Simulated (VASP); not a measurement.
Input of a VASP 6.6.1 run:

The input INCAR:

```
SYSTEM = Pd
  ALGO = Normal
  EDIFF = 1E-7
  EDIFFG = -0.005
  ENCUT = 600
  GGA = AM
  IBRION = 2
  ISIF = 3
  ISMEAR = 1
  LASPH = .TRUE.
  LCHARG = .FALSE.
  LREAL = .FALSE.
  LWAVE = .FALSE.
  NELM = 80
  NSW = 90
  PREC = Accurate
  SIGMA = 0.1
```

Contents of KPOINTS:

```
k-points
0
G
  16 16 16
  0 0 0
```

The input POSCAR:

```
Pd                                      
1.0
    0.0000000000      1.9343497739      1.9343497739
    1.9343497739      0.0000000000      1.9343497739
    1.9343497739      1.9343497739     -0.0000000000
  Pd            
     1
Direct
     0.0000000000000000    0.0000000000000000    0.0000000000000000
```

Potentials or basis: VASP PAW PBE potentials, release 64 (Pd).

The run is started by

```console
$ cat potpaw_PBE.64/Pd/POTCAR > POTCAR
$ mpirun -np 1 vasp_std > vasp.out
```

(1) Estimate the band gap on the k mesh.

Answers

(1) none (metal or under the smearing width).

Caveat: the relaxation stopped at its first step, so nothing moved.
